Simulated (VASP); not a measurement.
# MnO (Fm-3m) in VASP: notebook

Runs on MnO. Level: r2SCAN. Tasks: equation of state.

Everything below comes from runs of VASP 6.6.1. Logs are shortened: lines on timing, memory, paths and dates and some standing lists are left out, and cuts for length are marked.

**1. Starting point**

Symmetry: Fm-3m, No. 225, cubic system. Conventional cell: a = 4.448 Å, b = 4.448 Å, c = 4.448 Å, α = 90.00°, β = 90.00°, γ = 90.00°. Mn (site symmetry m-3m) is surrounded by 6 O at 2.22 Å. O (site symmetry m-3m) has 6 Mn at 2.22 Å as nearest neighbours.

The cell is a database's computed one.

**2. Equation of state, r2SCAN, collinear spin, ferromagnetic start, 10.56 Å³/atom (a relaxed cell with its volume scaled by 0.96)**

Contents of INCAR:

```
  PREC = Accurate
  ENCUT = 520
  EDIFF = 1E-7
  ISMEAR = -1
  SIGMA = 0.05
  LREAL = False
  LASPH = True
  NELM = 150
  ALGO = Normal
  ISIF = 2
  LWAVE = False
  LCHARG = False
  ISPIN = 2
  MAGMOM = 4 0
  LORBIT = 11
  LMAXMIX = 4
  METAGGA = R2SCAN
  LMIXTAU = True
```

Contents of KPOINTS:

```
Automatic mesh
0
Gamma
  8 8 8
```

Contents of POSCAR:

```
MnO                                     
1.0
    0.0000000000      2.1938512115      2.1938512115
    2.1938512115      0.0000000000      2.1938512115
    2.1938512115      2.1938512115      0.0000000000
  Mn              O             
     1     1
Direct
     0.0000000000000000    0.0000000000000000    0.0000000000000000
     0.5000000000000000    0.5000000000000000    0.5000000000000000
```

Potentials or basis: VASP PAW PBE potentials, release 64 (Mn_pv, O).

Run with:

```console
$ cat potpaw_PBE.64/Mn_pv/POTCAR potpaw_PBE.64/O/POTCAR > POTCAR
$ mpirun -np 1 vasp_std > vasp.out
```

OUTCAR:

```text
PREC = Accurate
   ENCUT = 520
   EDIFF = 1E-7
   ISMEAR = -1
   LREAL = False
   LASPH = True
   NELM = 150
   ISIF = 2
   ISPIN = 2
   LORBIT = 11
   METAGGA = R2SCAN

 ion  position               nearest neighbor table
   1  0.000  0.000  0.000-   2 2.19   2 2.19   2 2.19   2 2.19   2 2.19   2 2.19
   2  0.500  0.500  0.500-   1 2.19   1 2.19   1 2.19   1 2.19   1 2.19   1 2.19

  LATTYP: Found a face centered cubic cell.
 ALAT       =     4.3877024230

  Lattice vectors:

 A1 = (   0.0000000000,   2.1938512115,   2.1938512115)
 A2 = (   2.1938512115,   0.0000000000,   2.1938512115)
 A3 = (   2.1938512115,   2.1938512115,   0.0000000000)

Analysis of symmetry for initial positions (statically):
=====================================================================
 Subroutine PRICEL returns:
 Original cell was already a primitive cell.

 Routine SETGRP: Setting up the symmetry group for a
 face centered cubic supercell.

 Subroutine GETGRP returns: Found 48 space group operations
 (whereof 48 operations were pure point group operations)
 out of a pool of 48 trial point group operations.

The static configuration has the point symmetry O_h .

Analysis of symmetry for dynamics (positions and initial velocities):
=====================================================================
 Subroutine PRICEL returns:
 Original cell was already a primitive cell.

 Routine SETGRP: Setting up the symmetry group for a
 face centered cubic supercell.

 Subroutine GETGRP returns: Found 48 space group operations
 (whereof 48 operations were pure point group operations)
 out of a pool of 48 trial point group operations.

The dynamic configuration has the point symmetry O_h .

Analysis of structural, dynamic, and magnetic symmetry:
=====================================================================
 Subroutine PRICEL returns:
 Original cell was already a primitive cell.

 Routine SETGRP: Setting up the symmetry group for a
 face centered cubic supercell.

 Subroutine GETGRP returns: Found 48 space group operations
 (whereof 48 operations were pure point group operations)
 out of a pool of 48 trial point group operations.

The overall configuration has the point symmetry O_h .

 Subroutine INISYM returns: Found 48 space group operations
 (whereof 48 operations are pure point group operations),
 and found     1 'primitive' translations

----------------------------------------------------------------------------------------

                                     Primitive cell

  volume of cell :      21.1179

  direct lattice vectors                    reciprocal lattice vectors
     0.000000000  2.193851212  2.193851212    -0.227909713  0.227909713  0.227909713
     2.193851212  0.000000000  2.193851212     0.227909713 -0.227909713  0.227909713
     2.193851212  2.193851212  0.000000000     0.227909713  0.227909713 -0.227909713

  length of vectors
     3.102574137  3.102574137  3.102574137     0.394751202  0.394751202  0.394751202

  position of ions in fractional coordinates (direct lattice)
     0.000000000  0.000000000  0.000000000
     0.500000000  0.500000000  0.500000000

  ion indices of the primitive-cell ions
   primitive index   ion index
                 1           1
                 2           2

----------------------------------------------------------------------------------------

 KPOINTS: Automatic mesh

Automatic generation of k-mesh.
 Grid dimensions read from file:
 generate k-points for:    8    8    8

 Generating k-lattice:

  Cartesian coordinates                     Fractional coordinates (reciprocal lattice)
    -0.028488714  0.028488714  0.028488714     0.125000000  0.000000000  0.000000000
     0.028488714 -0.028488714  0.028488714     0.000000000  0.125000000  0.000000000
     0.028488714  0.028488714 -0.028488714     0.000000000  0.000000000  0.125000000

  Length of vectors
     0.049343900  0.049343900  0.049343900

  Shift w.r.t. Gamma in fractional coordinates (k-lattice)
     0.000000000  0.000000000  0.000000000

 Subroutine IBZKPT returns following result:
[... 38 lines left out ...]
   NGXF,Y,Z  is equivalent  to a cutoff of  25.72, 25.72, 25.72 a.u.
 SYSTEM =  unknown system
   PREC   = accura    normal or accurate (medium, high low for compatibility)
   ISTART =      0    job   : 0-new  1-cont  2-samecut
   ICHARG =      2    charge: 1-file 2-atom 10-const
   ISPIN  =      2    spin polarized calculation?
   LNONCOLLINEAR =      F non collinear calculations
   LSORBIT =      F    spin-orbit coupling
   LASPH  =      T    aspherical Exc in radial PAW
   ENCUT  =  520.0 eV  38.22 Ry    6.18 a.u.   5.77  5.77  5.77*2*pi/ulx,y,z
   NELM   =    150;   NELMIN=  2; NELMDL= -5     # of ELM steps
   EDIFF  = 0.1E-06   stopping-criterion for ELM
   LREAL  =      F    real-space projection
   EDIFFG = 0.1E-05   stopping-criterion for IOM
   NSW    =      0    number of steps for IOM
   IBRION =     -1    ionic relax: 0-MD 1-quasi-New 2-CG
   NFREE  =      0    steps in history (QN), initial steepest desc. (CG)
   ISIF   =      2    stress and relaxation
   ISYM   =      2    0-nonsym 1-usesym 2-fastsym
   POTIM  = 0.5000    time-step for ionic-motion
   TEBEG  =    0.0;   TEEND  =   0.0 temperature during run
   PSTRESS=    0.0 pullay stress
   NELECT =      19.0000    total number of electrons
   NUPDOWN=      -1.0000    fix difference up-down
   EMIN   =  10.00;   EMAX   =-10.00  energy-range for DOS
   EFERMI =   0.00;   METHOD = LEGACY
   ISMEAR =    -1;   SIGMA  =   0.05  broadening in eV -4-tet -1-fermi 0-gaus
   EFERMI_NEDOS =   21; number of points for ismear=-14 and -15
   IALGO  =     38    algorithm
   IMIX   =      4    mixing-type and parameters
     AMIX     =   0.40;   BMIX     =  1.00
     AMIX_MAG =   1.60;   BMIX_MAG =  1.00
  volume/ion in A,a.u.               =      10.56        71.26
  Fermi-wavevector in a.u.,A,eV,Ry     =   1.580431  2.986581 33.984116  2.497762
  Thomas-Fermi vector in A             =   2.680660
   LORBIT       =     11    0 simple, 1 ext, 2 COOP (PROOUT), +10 PAW based schemes
   METAGGA = R2SCAN    functional components
   LHFCALC =     F    Hartree Fock is set to
   AEXX    =    0.0000 exact exchange contribution
   IVDW    =     0    specifies the selected vdW correction
   LEPSILON=     F    determine dielectric tensor
   LRPA    =     F    only Hartree local field effects (RPA)
 spin polarized calculation
  energy-cutoff  :      520.00
  volume of cell :       21.12
 maximum number of plane-waves:       588
   NGX = 11   NGY = 11   NGZ = 11

 number of electron      19.0000002 magnetization       4.9806398

 Free energy of the ion-electron system (eV)
  ---------------------------------------------------
  ext. energy  EPLUGINS =         0.00000000
  ---------------------------------------------------
  free energy    TOTEN  =       -24.46497352 eV

  energy without entropy =      -24.46286654  energy(sigma->0) =      -24.46392003

 E-fermi :   7.9921     XC(G=0): -12.7768

 val. band max:        7.9344779915   @ k =   0.5000   0.0000   0.0000
 cond. band min:       8.0282678308   @ k =   0.3750   0.3750   0.0000
 fundamental gap:      0.0937898393
 Fermi energy:         7.9921492296

 spin component 1

 k-point     1 :       0.0000    0.0000    0.0000
  band No.  band energies     occupation
      1     -44.7170      1.00000
      2     -44.7170      1.00000
      3     -44.7168      1.00000
      4     -13.7685      1.00000
      5       3.8046      1.00000
      6       3.8046      1.00000
      7       3.8046      1.00000
      8       4.2308      1.00000
      9       4.2308      1.00000
     10       4.2308      1.00000
     11       4.7588      1.00000
     12       4.7588      1.00000
     13       7.9021      0.85819
     14      22.6528      0.00000
[... 403 lines left out ...]
      4     -12.7294      1.00000
      5      -0.1987      1.00000
      6       1.1276      1.00000
      7       1.3982      1.00000
      8       4.9559      1.00000
      9       5.1184      1.00000
     10       5.5541      1.00000
     11       6.6534      1.00000
     12       7.3993      0.99999
     13      14.2022      0.00000
     14      16.1928      0.00000
     15      18.3191      0.00000

 [... further k-points ...]

 spin component 2

 k-point     1 :       0.0000    0.0000    0.0000
  band No.  band energies     occupation
      1     -38.3665      1.00000
      2     -38.3665      1.00000
      3     -38.3662      1.00000
      4     -13.2193      1.00000
      5       4.4016      1.00000
      6       4.4016      1.00000
      7       4.4016      1.00000
      8       9.6387      0.00000
      9       9.6388      0.00000
     10       9.6388      0.00000
     11       9.6871      0.00000
     12      10.3762      0.00000
     13      10.3762      0.00000
     14      23.5636      0.00000
[... 403 lines left out ...]
      4     -12.1381      1.00000
      5       0.8042      1.00000
      6       2.3551      1.00000
      7       2.8486      1.00000
      8      10.4527      0.00000
      9      10.6064      0.00000
     10      11.3184      0.00000
     11      11.8745      0.00000
     12      12.5370      0.00000
     13      15.9991      0.00000
     14      18.5790      0.00000
     15      20.3160      0.00000

 [... further k-points ...]

------------------------ aborting loop because EDIFF is reached ----------------------------------------

  FORCE on cell =-STRESS in cart. coord.  units (eV):
  Direction    XX          YY          ZZ          XY          YZ          ZX
  --------------------------------------------------------------------------------------
  -------------------------------------------------------------------------------------
  Total        1.0063653      1.0063653      1.0063653     -0.0000000     -0.0000000      0.0000000
  in kB       76.3510031     76.3510031     76.3510031     -0.0000000     -0.0000000      0.0000000
  external PRESSURE =      76.3510031 kB  Pullay stress =       0.0000000 kB

 VOLUME and BASIS-vectors are now :
 -----------------------------------------------------------------------------
  energy-cutoff  :      520.00
  volume of cell :       21.12
      direct lattice vectors                 reciprocal lattice vectors
     0.000000000  2.193851212  2.193851212    -0.227909713  0.227909713  0.227909713
     2.193851212  0.000000000  2.193851212     0.227909713 -0.227909713  0.227909713
     2.193851212  2.193851212  0.000000000     0.227909713  0.227909713 -0.227909713

 POSITION                                       TOTAL-FORCE (eV/Angst)
 -----------------------------------------------------------------------------------
      0.00000      0.00000      0.00000        -0.000000      0.000000      0.000000
      2.19385      2.19385      2.19385         0.000000     -0.000000      0.000000
 -----------------------------------------------------------------------------------
    total drift:                                0.000000     -0.000000     -0.000000

  FREE ENERGIE OF THE ION-ELECTRON SYSTEM (eV)
  ---------------------------------------------------
  free  energy   TOTEN  =       -24.4649735174 eV

  energy  without entropy=      -24.4628665388  energy(sigma->0) =      -24.46392003

 total charge

# of ion       s       p       d       tot
------------------------------------------
    1        0.216   6.185   4.983  11.385
    2        1.560   3.489   0.000   5.049
--------------------------------------------------
tot          1.776   9.674   4.983  16.434

 magnetization (x)

# of ion       s       p       d       tot
------------------------------------------
    1        0.028   0.023   4.471   4.521
    2        0.033   0.209   0.000   0.242
--------------------------------------------------
tot          0.061   0.232   4.471   4.764
```

Wall time 72 s (1 thread of AMD EPYC 9R14 (Zen 4), shared host); peak memory 0.13 GiB.

Results:

```
Free energy                                           : -24.4650 eV
Pressure                                              : 7.6 GPa
Band gap on the k mesh                                : none (metal or under the smearing width)
Net moment                                            : 4.98 μB per cell
Site moments                                          : Mn +4.52; O +0.24 μB
Valence electrons inside the program's atomic spheres : Mn 11.38; O 5.05
```

Caveat: the PAW data sets were made with another functional, which shifts forces and pressure a little; a cell with one magnetic atom can't hold antiferromagnetic order, which such compounds often take; semilocal functionals often make such compounds metallic where correlation or magnetic order opens a gap, which also shifts bond lengths.

**3. Equation of state, r2SCAN, collinear spin, ferromagnetic start, 10.78 Å³/atom (a relaxed cell with its volume scaled by 0.98)**

INCAR is that of step 2.

KPOINTS is that of step 2.

Contents of POSCAR:

```
MnO                                     
1.0
    0.0000000000      2.2089816980      2.2089816980
    2.2089816980      0.0000000000      2.2089816980
    2.2089816980      2.2089816980      0.0000000000
  Mn              O             
     1     1
Direct
     0.0000000000000000    0.0000000000000000    0.0000000000000000
     0.5000000000000000    0.5000000000000000    0.5000000000000000
```

Potentials or basis: VASP PAW PBE potentials, release 64 (Mn_pv, O).

Run with:

```console
$ cat potpaw_PBE.64/Mn_pv/POTCAR potpaw_PBE.64/O/POTCAR > POTCAR
$ mpirun -np 1 vasp_std > vasp.out
```

Run time: 75 s. Hardware: 1 thread of AMD EPYC 9R14 (Zen 4), shared host; peak memory 0.13 GiB.

It converged, with:

| Property | Result |
| --- | --- |
| Free energy | -24.4806 eV |
| Pressure | 3.8 GPa |
| Band gap on the k mesh | none (metal or under the smearing width) |
| Net moment | 4.99 μB per cell |
| Site moments | Mn +4.53; O +0.24 μB |
| Valence electrons inside the program's atomic spheres | Mn 11.36; O 5.04 |

Caveat: the PAW data sets were made with another functional, which shifts forces and pressure a little; a cell with one magnetic atom can't hold antiferromagnetic order, which such compounds often take; semilocal functionals often make such compounds metallic where correlation or magnetic order opens a gap, which also shifts bond lengths.

**4. Equation of state, r2SCAN, collinear spin, ferromagnetic start, 11.00 Å³/atom**

INCAR is that of step 3.

KPOINTS is that of step 3.

Contents of POSCAR:

```
MnO                                     
1.0
    0.0000000000      2.2239077028      2.2239077028
    2.2239077028      0.0000000000      2.2239077028
    2.2239077028      2.2239077028      0.0000000000
  Mn              O             
     1     1
Direct
     0.0000000000000000    0.0000000000000000    0.0000000000000000
     0.5000000000000000    0.5000000000000000    0.5000000000000000
```

Run with:

```console
$ cat potpaw_PBE.64/Mn_pv/POTCAR potpaw_PBE.64/O/POTCAR > POTCAR
$ mpirun -np 1 vasp_std > vasp.out
```

Run time: 75 s. Hardware: 1 thread of AMD EPYC 9R14 (Zen 4), shared host; peak memory 0.13 GiB.

It converged, with:

```
Free energy                                           : -24.4863 eV
Pressure                                              : 0.4 GPa
Band gap on the k mesh                                : none (metal or under the smearing width)
Net moment                                            : 5.00 μB per cell
Site moments                                          : Mn +4.54; O +0.23 μB
Valence electrons inside the program's atomic spheres : Mn 11.34; O 5.03
```

Caveat: the PAW data sets were made with another functional, which shifts forces and pressure a little; a cell with one magnetic atom can't hold antiferromagnetic order, which such compounds often take; semilocal functionals often make such compounds metallic where correlation or magnetic order opens a gap, which also shifts bond lengths.

**5. Equation of state, r2SCAN, collinear spin, ferromagnetic start, 11.22 Å³/atom (a relaxed cell with its volume scaled by 1.02)**

INCAR is that of step 4.

KPOINTS is that of step 4.

Contents of POSCAR:

```
MnO                                     
1.0
    0.0000000000      2.2386359976      2.2386359976
    2.2386359976      0.0000000000      2.2386359976
    2.2386359976      2.2386359976      0.0000000000
  Mn              O             
     1     1
Direct
     0.0000000000000000    0.0000000000000000    0.0000000000000000
     0.5000000000000000    0.5000000000000000    0.5000000000000000
```

Run with:

```console
$ cat potpaw_PBE.64/Mn_pv/POTCAR potpaw_PBE.64/O/POTCAR > POTCAR
$ mpirun -np 1 vasp_std > vasp.out
```

Wall time 75 s (1 thread of AMD EPYC 9R14 (Zen 4), shared host); peak memory 0.13 GiB.

The run converged. Its results:

```yaml
Free_energy: -24.4831 eV
Pressure: -2.7 GPa
Band_gap_on_the_k_mesh: none (metal or under the smearing width)
Net_moment: 5.00 μB per cell
Site_moments: Mn +4.55; O +0.23 μB
Valence_electrons_inside_the_program's_atomic_spheres: Mn 11.32; O 5.02
```

Caveat: the PAW data sets were made with another functional, which shifts forces and pressure a little; a cell with one magnetic atom can't hold antiferromagnetic order, which such compounds often take; semilocal functionals often make such compounds metallic where correlation or magnetic order opens a gap, which also shifts bond lengths.

**6. Equation of state, r2SCAN, collinear spin, ferromagnetic start, 11.44 Å³/atom (a relaxed cell with its volume scaled by 1.04)**

INCAR is that of step 5.

KPOINTS is that of step 5.

Contents of POSCAR:

```
MnO                                     
1.0
    0.0000000000      2.2531730023      2.2531730023
    2.2531730023      0.0000000000      2.2531730023
    2.2531730023      2.2531730023      0.0000000000
  Mn              O             
     1     1
Direct
     0.0000000000000000    0.0000000000000000    0.0000000000000000
     0.5000000000000000    0.5000000000000000    0.5000000000000000
```

Potentials or basis: VASP PAW PBE potentials, release 64 (Mn_pv, O).

Run with:

```console
$ cat potpaw_PBE.64/Mn_pv/POTCAR potpaw_PBE.64/O/POTCAR > POTCAR
$ mpirun -np 1 vasp_std > vasp.out
```

It took 71 s on 1 thread of AMD EPYC 9R14 (Zen 4), shared host; peak memory 0.13 GiB.

The run converged. Its results:

```
Free energy                                           : -24.4718 eV
Pressure                                              : -5.6 GPa
Band gap on the k mesh                                : none (metal or under the smearing width)
Net moment                                            : 5.00 μB per cell
Site moments                                          : Mn +4.55; O +0.22 μB
Valence electrons inside the program's atomic spheres : Mn 11.30; O 5.01
```

Caveat: the PAW data sets were made with another functional, which shifts forces and pressure a little; a cell with one magnetic atom can't hold antiferromagnetic order, which such compounds often take; semilocal functionals often make such compounds metallic where correlation or magnetic order opens a gap, which also shifts bond lengths.

**7. Equation of state, r2SCAN, collinear spin, ferromagnetic start**

Potentials or basis: VASP PAW PBE potentials, release 64 (Mn_pv, O).

This step only gathers the single runs of the series.

What came out:

| Quantity | Value |
| --- | --- |
| Equilibrium volume | 11.03 Å³/atom |
| Bulk modulus | 161 GPa |
| Pressure derivative of the bulk modulus | 3.8 (rough: it moves with the points fitted) |

Energy against volume, from the lowest point:
```
volume (Å³/atom)  energy (meV/atom)
          10.559              10.67
          10.779               2.86
          10.999               0.00
          11.219               1.59
          11.439               7.25
```

Caveat: the PAW data sets were made with another functional, which shifts forces and pressure a little.

**8. For comparison**

An earlier run on the cell as given: functional PBEsol; potentials or basis VASP PAW PBE potentials, release 64 (Mn_pv, O); cutoff 520 eV; k mesh 10 × 10 × 10; occupations fermi-dirac, width 0.05 eV; collinear spin, ferromagnetic start; starting moments [4.0, 0.0] μB.

- Pressure: -6.9 GPa
- Band gap on the k mesh: none (metal or under the smearing width)
- Net moment: 4.77 μB per cell
- Site moments: Mn +4.32; O +0.20 μB
- Valence electrons inside the program's atomic spheres: Mn 11.36; O 4.95
